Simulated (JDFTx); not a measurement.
# SnO under changes of volume

One of the cells (17.769 Å³/atom); the others are scaled copies at fixed shape and fractional positions:

```
Sn O
1.0
     3.81370    0.00000    0.00000
     0.00000    3.81370    0.00000
     0.00000    0.00000    4.88691
Sn O
2 2
Direct
  0.50000 0.00000 0.76463
  0.00000 0.50000 0.23537
  0.00000 0.00000 0.00000
  0.50000 0.50000 0.00000
```

The cell is a database's computed one.

| Property | Result |
| --- | --- |
| Program | JDFTx 1.7.0 (patched build) |
| Functional | PBEsol |
| Potentials or basis | PseudoDojo-SR-PBEsol-0.4.1-standard with smoothed tails |
| Cutoff | 1143 eV |
| Density cutoff | 9143 eV |
| k mesh | 7 × 7 × 6 |
| Occupations | fermi-dirac, width 0.05 eV |
| Spin | no spin polarisation |

| volume (Å³/atom) | energy over the lowest point (meV/atom) | pressure (GPa) | gap on the mesh (eV) | largest force (eV/Å) |
| --- | --- | --- | --- | --- |
| 16.703 | ? | ? | ? | ? |
| 17.058 | 9.29 | 4.2 | 0.21 | 0.765 |
| 17.414 | 2.29 | 2.0 | 0.28 | 0.450 |
| 17.769 | 0.00 | 0.0 | 0.35 | 0.159 |
| 18.125 | 1.93 | -1.8 | 0.42 | 0.111 |
| 18.480 | 7.66 | -3.4 | 0.48 | 0.362 |
| 18.835 | 16.77 | -4.8 | 0.54 | 0.595 |

What does the run at 16.703 Å³/atom give?

Energy over the lowest point 21.52 meV/atom; pressure 6.7 GPa; gap on the mesh 0.13 eV; largest force 1.110 eV/Å.

Worked out: A Birch-Murnaghan fit of order 3 (a polynomial in V^(-2/3)) to the other rows has its minimum at 17.78 Å³/atom with B0 = V·E''(V) = 95 GPa and B' = 4.4 at fixed shape and positions, which overstates the stiffness. It gives 21.51 meV/atom at 16.703 Å³/atom, against the run's 21.52, and -dE/dV = 6.8 GPa, against 6.7. A straight line through the other rows of the gap, of slope 3.35 eV per unit of ln V, extrapolates to 0.14 eV, against the run's 0.13.

Energies are extrapolated to zero smearing.

Caveats: spin-orbit coupling is left out, which moves the levels of the heavy elements; an odd mesh through Γ misses points on the zone boundary, where band edges often lie; forces of over 1 eV/Å show positions far from the minimum, so gaps and moduli don't describe the material at rest (some runs).
